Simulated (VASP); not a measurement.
Input of a VASP 6.6.1 run:

Contents of INCAR:

```
PREC = Accurate ; ENCUT = 450
EDIFF = 1E-7 ; ISMEAR = 0
SIGMA = 0.02 ; LREAL = False
LASPH = True ; NELM = 80
ALGO = Normal ; ISIF = 2
LWAVE = False ; LCHARG = True
GGA = PE ; LELF = True
LVHAR = True ; NBANDS = 12
```

KPOINTS

```
Automatic mesh
0
Gamma
  6 6 3
```

POSCAR

```
P
1.0
    2.4246941115      0.0000000000      0.0000000000
    0.0000000000      2.4385351442      0.0000000000
   -0.0203144631      0.0000000000      4.8524328982
P
2
Direct
    0.0000000300      0.0000000000      0.7494253600
    0.9999999700      0.0000000000      0.2505746400
```

Potentials or basis: VASP PAW PBE potentials, release 64 (P_GW).

Launch:

```sh
$ cat potpaw_PBE.64/P_GW/POTCAR > POTCAR
$ mpirun -np 1 vasp_std > vasp.out
```

Problem. What does it give for the largest force?

Solution. 0.021 eV/Å.

Problem. What does it give for the band gap on the k mesh?

Solution. None (metal or under the smearing width).

Problem. Predict the pressure.

Solution. 2.4 GPa.

Stress tensor (GPa, compression positive):
```
0.88 0.00 0.06
0.00 5.20 0.00
0.06 0.00 1.22
```

Caveat: the k mesh is coarse (spacing up to 0.43 Å⁻¹), so the values aren't converged.
